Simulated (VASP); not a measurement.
# CO2 (I-42d) in VASP: a series of runs, part 2 of 2

VASP 6.6.1. The steps go on from the part before.

## Step 5: Relaxation of cell and atoms, PBE

This run uses another cell than the first one, of 7.31 Å³/atom, 1.175 times its volume.

INCAR

```
SYSTEM = CO2
ALGO = Normal
EDIFF = 1E-7
EDIFFG = -0.005
ENCUT = 300
GGA = PE
IBRION = 2
ISIF = 3
ISMEAR = 0
KPAR = 2
LASPH = .TRUE.
LCHARG = .FALSE.
LREAL = .FALSE.
LWAVE = .FALSE.
NELM = 80
NSW = 90
PREC = Accurate
SIGMA = 0.03
```

KPOINTS

```
k-points
0
G
  6 6 6
  0 0 0
```

POSCAR

```
CO2                                     
1.0
   -1.8957283254      1.8957283254      3.0526802301
    1.8957283254     -1.8957283254      3.0526802301
    1.8957283254      1.8957283254     -3.0526802301
  C               O             
     2     4
Direct
     0.0000000000000000    0.0000000000000000    0.0000000000000000
     0.7500000000000000    0.2500000000000000    0.5000000000000000
     0.3750000000000000    0.3089155740102888    0.4339155740102888
     0.6910844259897112    0.1250000000000000    0.0660844259897112
     0.8750000000000000    0.9410844259897112    0.5660844259897112
     0.0589155740102888    0.6250000000000000    0.9339155740102888
```

Potentials or basis: VASP PAW PBE potentials, release 64 (C_s, O_s).

Command:

```bash
> cat potpaw_PBE.64/C_s/POTCAR potpaw_PBE.64/O_s/POTCAR > POTCAR
> mpirun -np 2 vasp_std > vasp.out
```

OUTCAR:

```text
SYSTEM = CO2
   EDIFF = 1E-7
   EDIFFG = -0.005
   ENCUT = 300
   GGA = PE
   IBRION = 2
   ISIF = 3
   ISMEAR = 0
   LASPH = .TRUE.
   LREAL = .FALSE.
   NELM = 80
   NSW = 90
   PREC = Accurate

 ion  position               nearest neighbor table
   1  0.000  0.000  0.000-   3 1.40   4 1.40   5 1.40   6 1.40
   2  0.750  0.250  0.500-   6 1.40   4 1.40   5 1.40   3 1.40
   3  0.375  0.309  0.434-   1 1.40   2 1.40
   4  0.691  0.125  0.066-   1 1.40   2 1.40
   5  0.875  0.941  0.566-   1 1.40   2 1.40
   6  0.059  0.625  0.934-   2 1.40   1 1.40

  LATTYP: Found a body centered tetragonal cell.
 ALAT       =     3.7914566508
 C/A-ratio  =     1.6102941488

  Lattice vectors:

 A1 = (  -1.8957283254,   1.8957283254,   3.0526802301)
 A2 = (   1.8957283254,  -1.8957283254,   3.0526802301)
 A3 = (   1.8957283254,   1.8957283254,  -3.0526802301)

Analysis of symmetry for initial positions (statically):
=====================================================================
 Subroutine PRICEL returns:
 Original cell was already a primitive cell.

 Routine SETGRP: Setting up the symmetry group for a
 body centered tetragonal supercell.

 Subroutine GETGRP returns: Found  8 space group operations
 (whereof  4 operations were pure point group operations)
 out of a pool of 16 trial point group operations.

The static configuration has the point symmetry S_4 .
 The point group associated with its full space group is D_2d.

Analysis of symmetry for dynamics (positions and initial velocities):
=====================================================================
 Subroutine PRICEL returns:
 Original cell was already a primitive cell.

 Routine SETGRP: Setting up the symmetry group for a
 body centered tetragonal supercell.

 Subroutine GETGRP returns: Found  8 space group operations
 (whereof  4 operations were pure point group operations)
 out of a pool of 16 trial point group operations.

[... 147 lines left out ...]

--------------------------------------- Ionic step        1  -------------------------------------------

 number of electron      31.9999991 magnetization

 Free energy of the ion-electron system (eV)
  ---------------------------------------------------
  ext. energy  EPLUGINS =         0.00000000
  ---------------------------------------------------
  free energy    TOTEN  =       -42.56185421 eV

  energy without entropy =      -42.56185421  energy(sigma->0) =      -42.56185421

------------------------ aborting loop because EDIFF is reached ----------------------------------------

  FORCE on cell =-STRESS in cart. coord.  units (eV):
  Direction    XX          YY          ZZ          XY          YZ          ZX
  --------------------------------------------------------------------------------------
  -------------------------------------------------------------------------------------
  Total        3.0068382      3.0068382      1.9716515      0.0000000      0.0000000      0.0000000
  in kB      109.7809878    109.7809878     71.9858668      0.0000000      0.0000000      0.0000000
  external PRESSURE =      97.1826141 kB  Pullay stress =       0.0000000 kB
[... 101 lines left out ...]
  FREE ENERGIE OF THE ION-ELECTRON SYSTEM (eV)
  ---------------------------------------------------
  free  energy   TOTEN  =       -42.6049614341 eV

  energy  without entropy=      -42.6049614341  energy(sigma->0) =      -42.60496143

[... ionic steps 4 to 8 ...]

--------------------------------------- Ionic step        9  -------------------------------------------

 number of electron      31.9999981 magnetization

------------------------ aborting loop because EDIFF is reached ----------------------------------------
[... 75 lines left out ...]
--------------------------------------- Ionic step       11  -------------------------------------------

 number of electron      31.9999980 magnetization

 Free energy of the ion-electron system (eV)
  ---------------------------------------------------
  ext. energy  EPLUGINS =         0.00000000
  ---------------------------------------------------
  free energy    TOTEN  =       -42.65095124 eV

  energy without entropy =      -42.65095124  energy(sigma->0) =      -42.65095124

 E-fermi :   3.3460     XC(G=0): -11.2002

 val. band max:        3.1709079538   @ k =   0.5000   0.0000   0.0000
 cond. band min:      10.6812221997   @ k =   0.0000   0.0000   0.0000
 fundamental gap:      7.5103142459
 Fermi energy:         3.3460283688

 k-point     1 :       0.0000    0.0000    0.0000
  band No.  band energies     occupation
      1     -20.8180      2.00000
      2     -15.7418      2.00000
      3     -15.7418      2.00000
      4     -15.1610      2.00000
      5     -11.2456      2.00000
      6      -6.3442      2.00000
[... 541 lines left out ...]
     19      12.2597      0.00000
     20      13.0785      0.00000

 [... further k-points ...]
[... 5 lines left out ...]
  --------------------------------------------------------------------------------------
  -------------------------------------------------------------------------------------
  Total        0.0084335      0.0084335     -0.0057028      0.0000000      0.0000000      0.0000000
  in kB        0.2921752      0.2921752     -0.1975716      0.0000000      0.0000000      0.0000000
  external PRESSURE =       0.1289263 kB  Pullay stress =       0.0000000 kB
[... 21 lines left out ...]
  FREE ENERGIE OF THE ION-ELECTRON SYSTEM (eV)
  ---------------------------------------------------
  free  energy   TOTEN  =       -42.6509512354 eV

  energy  without entropy=      -42.6509512354  energy(sigma->0) =      -42.65095124

 reached required accuracy - stopping structural energy minimisation
```

OSZICAR:

```text
N       E                     dE             d eps       ncg     rms          rms(c)
DAV:   1     0.187558597341E+03    0.18756E+03   -0.13144E+04  1200   0.108E+03
DAV:   2    -0.369645619324E+02   -0.22452E+03   -0.22030E+03  1376   0.441E+02
DAV:   3    -0.457144858837E+02   -0.87499E+01   -0.87064E+01  1464   0.837E+01
[... 105 lines left out ...]
DAV:   3    -0.426509532116E+02    0.22132E-05   -0.41410E-06  1360   0.206E-02    0.229E-02
DAV:   4    -0.426509515501E+02    0.16615E-05   -0.36787E-06  1420   0.185E-02    0.849E-03
DAV:   5    -0.426509513924E+02    0.15775E-06   -0.17871E-07   804   0.388E-03    0.528E-03
DAV:   6    -0.426509512921E+02    0.10024E-06   -0.32052E-08   636   0.257E-03    0.244E-03
DAV:   7    -0.426509512354E+02    0.56716E-07   -0.15613E-08   608   0.110E-03
  11 F= -.42650951E+02 E0= -.42650951E+02  d E =-.151810E-04
```

CONTCAR:

```text
CO2
   1.00000000000000
    -1.9528253766787187    1.9528253766787187    3.0317065695837258
     1.9528253766787187   -1.9528253766787187    3.0317065695837258
     1.9528253766787187    1.9528253766787187   -3.0317065695837258
  C               O
     2     4
Direct
     0.0000000000000000    0.0000000000000000    0.0000000000000000
     0.7500000000000000    0.2500000000000000    0.5000000000000000
     0.3750000000000000    0.2984129707713511    0.4234129707713511
     0.7015870292286487    0.1250000000000000    0.0765870292286488
     0.8750000000000000    0.9515870292286487    0.5765870292286487
     0.0484129707713512    0.6250000000000000    0.9234129707713513

  0.00000000E+00  0.00000000E+00  0.00000000E+00
  0.00000000E+00  0.00000000E+00  0.00000000E+00
  0.00000000E+00  0.00000000E+00  0.00000000E+00
  0.00000000E+00  0.00000000E+00  0.00000000E+00
  0.00000000E+00  0.00000000E+00  0.00000000E+00
  0.00000000E+00  0.00000000E+00  0.00000000E+00
```

Run time: 61 s. Hardware: 2 MPI ranks of AMD EPYC 7R13 (Zen 3), shared host; peak memory 0.11 GiB.

These settings aren't checked as converged: the numbers below hold their error.

What came out:

```yaml
Free_energy: -42.6510 eV
Relaxed_volume: 7.71 Å³/atom
Relaxed_cell: a = 4.101 Å, b = 4.101 Å, c = 4.101 Å, α = 123.13°, β = 123.13°, γ = 84.66°
Space_group_after_relaxing_to_0.05_Å: I-42d (No. 122)
Energy_gained_by_relaxing: 14.8 meV/atom
Ionic_steps: 11
Largest_force_after_relaxing: 0.004 eV/Å
Band_gap_on_the_k_mesh: 7.51 eV, indirect (least direct gap 7.87 eV)
```

Caveat: the cutoff is under 1.25 times the usual one of these potentials, so pressure, stress and relaxed cells hold a basis-set (Pulay) error.

## Step 6: Relaxation of shape and atoms at fixed volume, PBE (a relaxed cell with its volume scaled by 0.94)

INCAR

```
SYSTEM = CO2
ALGO = Normal
EDIFF = 1E-7
EDIFFG = -0.01
ENCUT = 300
GGA = PE
IBRION = 2
ISIF = 4
ISMEAR = 0
KPAR = 2
LASPH = .TRUE.
LCHARG = .FALSE.
LREAL = .FALSE.
LWAVE = .FALSE.
NELM = 80
NSW = 40
PREC = Accurate
SIGMA = 0.03
```

KPOINTS is that of step 5.

POSCAR

```
CO2                                     
1.0
   -1.9129606117      1.9129606117      2.9698176413
    1.9129606117     -1.9129606117      2.9698176413
    1.9129606117      1.9129606117     -2.9698176413
  C               O             
     2     4
Direct
     0.0000000000000000    0.0000000000000000    0.0000000000000000
     0.7500000000000000    0.2500000000000000    0.5000000000000000
     0.3750000000000000    0.2984129707713511    0.4234129707713511
     0.7015870292286487    0.1250000000000000    0.0765870292286488
     0.8750000000000000    0.9515870292286487    0.5765870292286487
     0.0484129707713512    0.6250000000000000    0.9234129707713513
```

Potentials or basis: VASP PAW PBE potentials, release 64 (C_s, O_s).

Command:

```bash
> cat potpaw_PBE.64/C_s/POTCAR potpaw_PBE.64/O_s/POTCAR > POTCAR
> mpirun -np 2 vasp_std > vasp.out
```

OUTCAR:

```text
SYSTEM = CO2
   EDIFF = 1E-7
   EDIFFG = -0.01
   ENCUT = 300
   GGA = PE
   IBRION = 2
   ISIF = 4
   ISMEAR = 0
   LASPH = .TRUE.
   LREAL = .FALSE.
   NELM = 80
   NSW = 40
   PREC = Accurate

 ion  position               nearest neighbor table
   1  0.000  0.000  0.000-   3 1.38   6 1.38   5 1.38   4 1.38
   2  0.750  0.250  0.500-   3 1.38   6 1.38   5 1.38   4 1.38
   3  0.375  0.298  0.423-   1 1.38   2 1.38
   4  0.702  0.125  0.077-   1 1.38   2 1.38
   5  0.875  0.952  0.577-   1 1.38   2 1.38
   6  0.048  0.625  0.923-   1 1.38   2 1.38

  LATTYP: Found a body centered tetragonal cell.
 ALAT       =     3.8259212234
 C/A-ratio  =     1.5524719240

  Lattice vectors:

 A1 = (  -1.9129606117,   1.9129606117,   2.9698176413)
 A2 = (   1.9129606117,  -1.9129606117,   2.9698176413)
 A3 = (   1.9129606117,   1.9129606117,  -2.9698176413)

Analysis of symmetry for initial positions (statically):
=====================================================================
 Subroutine PRICEL returns:
 Original cell was already a primitive cell.

 Routine SETGRP: Setting up the symmetry group for a
 body centered tetragonal supercell.

 Subroutine GETGRP returns: Found  8 space group operations
 (whereof  4 operations were pure point group operations)
 out of a pool of 16 trial point group operations.

The static configuration has the point symmetry S_4 .
 The point group associated with its full space group is D_2d.

Analysis of symmetry for dynamics (positions and initial velocities):
=====================================================================
 Subroutine PRICEL returns:
 Original cell was already a primitive cell.

 Routine SETGRP: Setting up the symmetry group for a
 body centered tetragonal supercell.

 Subroutine GETGRP returns: Found  8 space group operations
 (whereof  4 operations were pure point group operations)
 out of a pool of 16 trial point group operations.

The dynamic configuration has the point symmetry S_4 .
[... 131 lines left out ...]
  Thomas-Fermi vector in A             =   2.592484
   LORBIT       =      0    0 simple, 1 ext, 2 COOP (PROOUT), +10 PAW based schemes
   GGA     = PE    functional components
   LHFCALC =     F    Hartree Fock is set to
   AEXX    =    0.0000 exact exchange contribution
   IVDW    =     0    specifies the selected vdW correction
   LEPSILON=     F    determine dielectric tensor
   LRPA    =     F    only Hartree local field effects (RPA)
 conjugate gradient relaxation of ions
 non-spin polarized calculation
 Gauss-broadening in eV      SIGMA  =   0.03
  energy-cutoff  :      300.00
  volume of cell :       43.47
 maximum number of plane-waves:       525
   NGX = 11   NGY = 11   NGZ = 11

--------------------------------------- Ionic step        1  -------------------------------------------

 number of electron      32.0000008 magnetization

 Free energy of the ion-electron system (eV)
  ---------------------------------------------------
  ext. energy  EPLUGINS =         0.00000000
  ---------------------------------------------------
  free energy    TOTEN  =       -42.46119299 eV

  energy without entropy =      -42.46119299  energy(sigma->0) =      -42.46119299

------------------------ aborting loop because EDIFF is reached ----------------------------------------

  FORCE on cell =-STRESS in cart. coord.  units (eV):
  Direction    XX          YY          ZZ          XY          YZ          ZX
  --------------------------------------------------------------------------------------
  -------------------------------------------------------------------------------------
  Total        6.2635251      6.2635251      5.2981824      0.0000000      0.0000000      0.0000000
  in kB      230.8487752    230.8487752    195.2700589      0.0000000      0.0000000      0.0000000
  external PRESSURE =     218.9892031 kB  Pullay stress =       0.0000000 kB
[... 147 lines left out ...]
--------------------------------------- Ionic step        5  -------------------------------------------

 number of electron      32.0000006 magnetization

 Free energy of the ion-electron system (eV)
  ---------------------------------------------------
  ext. energy  EPLUGINS =         0.00000000
  ---------------------------------------------------
  free energy    TOTEN  =       -42.53036795 eV

  energy without entropy =      -42.53036795  energy(sigma->0) =      -42.53036795

 E-fermi :   4.0922     XC(G=0): -11.5889

 val. band max:        3.9302787966   @ k =   0.5000   0.0000  -0.0000
 cond. band min:      11.4375130023   @ k =   0.0000   0.0000   0.0000
 fundamental gap:      7.5072342057
 Fermi energy:         4.0921666253

 k-point     1 :       0.0000    0.0000    0.0000
  band No.  band energies     occupation
      1     -20.5018      2.00000
      2     -15.1766      2.00000
      3     -15.1766      2.00000
      4     -14.4887      2.00000
      5     -10.4944      2.00000
      6      -5.8060      2.00000
[... 541 lines left out ...]
     19      13.1894      0.00000
     20      14.3710      0.00000

 [... further k-points ...]
[... 5 lines left out ...]
  --------------------------------------------------------------------------------------
  -------------------------------------------------------------------------------------
  Total        3.5921581      3.5921581      3.5817646      0.0000000     -0.0000000      0.0000000
  in kB      132.3927491    132.3927491    132.0096842      0.0000000     -0.0000000      0.0000000
  external PRESSURE =     132.2650608 kB  Pullay stress =       0.0000000 kB
[... 21 lines left out ...]
  FREE ENERGIE OF THE ION-ELECTRON SYSTEM (eV)
  ---------------------------------------------------
  free  energy   TOTEN  =       -42.5303679537 eV

  energy  without entropy=      -42.5303679537  energy(sigma->0) =      -42.53036795

 reached required accuracy - stopping structural energy minimisation
```

OSZICAR:

```text
N       E                     dE             d eps       ncg     rms          rms(c)
DAV:   1     0.190188988773E+03    0.19019E+03   -0.13250E+04  1200   0.110E+03
DAV:   2    -0.376989475943E+02   -0.22789E+03   -0.22182E+03  1416   0.443E+02
DAV:   3    -0.457071784249E+02   -0.80082E+01   -0.79704E+01  1448   0.809E+01
[... 48 lines left out ...]
DAV:   4    -0.425303658742E+02    0.24669E-05   -0.56189E-05  1412   0.822E-02    0.210E-02
DAV:   5    -0.425303670651E+02   -0.11909E-05   -0.34755E-06  1440   0.178E-02    0.995E-03
DAV:   6    -0.425303677597E+02   -0.69459E-06   -0.35967E-07  1236   0.638E-03    0.438E-03
DAV:   7    -0.425303679477E+02   -0.18799E-06   -0.16418E-07   888   0.392E-03    0.135E-03
DAV:   8    -0.425303679537E+02   -0.60591E-08   -0.15768E-08   780   0.157E-03
   5 F= -.42530368E+02 E0= -.42530368E+02  d E =-.194366E-02
```

CONTCAR:

```text
CO2
   1.00000000000000
    -1.9091672347523838    1.9091672347523838    2.9816309906774787
     1.9091672347523838   -1.9091672347523838    2.9816309906774787
     1.9091672347523838    1.9091672347523838   -2.9816309906774787
  C               O
     2     4
Direct
     0.0000000000000000    0.0000000000000000    0.0000000000000000
     0.7500000000000000    0.2500000000000000    0.5000000000000000
     0.3750000000000000    0.3079585891508046    0.4329585891508046
     0.6920414108491955    0.1250000000000000    0.0670414108491954
     0.8750000000000000    0.9420414108491955    0.5670414108491955
     0.0579585891508046    0.6250000000000000    0.9329585891508045

  0.00000000E+00  0.00000000E+00  0.00000000E+00
  0.00000000E+00  0.00000000E+00  0.00000000E+00
  0.00000000E+00  0.00000000E+00  0.00000000E+00
  0.00000000E+00  0.00000000E+00  0.00000000E+00
  0.00000000E+00  0.00000000E+00  0.00000000E+00
  0.00000000E+00  0.00000000E+00  0.00000000E+00
```

It took 30 s on 2 MPI ranks of AMD EPYC 7R13 (Zen 3), shared host; peak memory 0.1 GiB.

The run converged, but some of its settings lie outside the range that counts as converged, so its numbers aren't taken as properties of the crystal.

What came out:

- Free energy: -42.5304 eV
- Energy gained by relaxing: 11.5 meV/atom
- Ionic steps: 5
- Largest force after relaxing: 0.004 eV/Å
- Band gap on the k mesh: 7.51 eV, indirect (least direct gap 7.80 eV)

Caveat: the cutoff is under 1.25 times the usual one of these potentials, so pressure, stress and relaxed cells hold a basis-set (Pulay) error.
